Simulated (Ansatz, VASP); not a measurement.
# Two plane-wave programs on MgO

```
Mg O
1.0
     3.52092    0.00000    0.00000
    -1.76046    3.04921    0.00000
     0.00000    0.00000    4.23708
Mg O
2 2
Direct
  0.66667 0.33333 0.75000
  0.33333 0.66667 0.25000
  0.66667 0.33333 0.25000
  0.33333 0.66667 0.75000
```

Alike in both runs: task relaxation of cell and atoms; functional PBE; k mesh 9 × 9 × 6; occupations gaussian, width 0.02 eV; no spin polarisation.

|  | VASP | Ansatz |
| --- | --- | --- |
| version | VASP 6.6.1 | Ansatz 0.2.0 |
| potentials or method | VASP PAW PBE potentials, release 64 (Mg, O) | scalar-relativistic, plane waves, PAW |
| plane-wave cutoff (eV) | 600 | 420 |
| valence electrons in the cell | 16 | 32 |

```csv
,VASP,Ansatz,Ansatz less VASP
"gap on the k mesh at the Fermi level, each at its own relaxed structure (eV)",3.29,3.28,-0.012
relaxed volume (Å³/atom),11.31,11.37,+0.062
relaxed cell length with the largest relative difference (Å),4.229,4.237,+0.0086
```

The two sets of potentials don't hold the same shells in valence.

A hybrid or GW would open this gap; PBE tends to underestimate it.
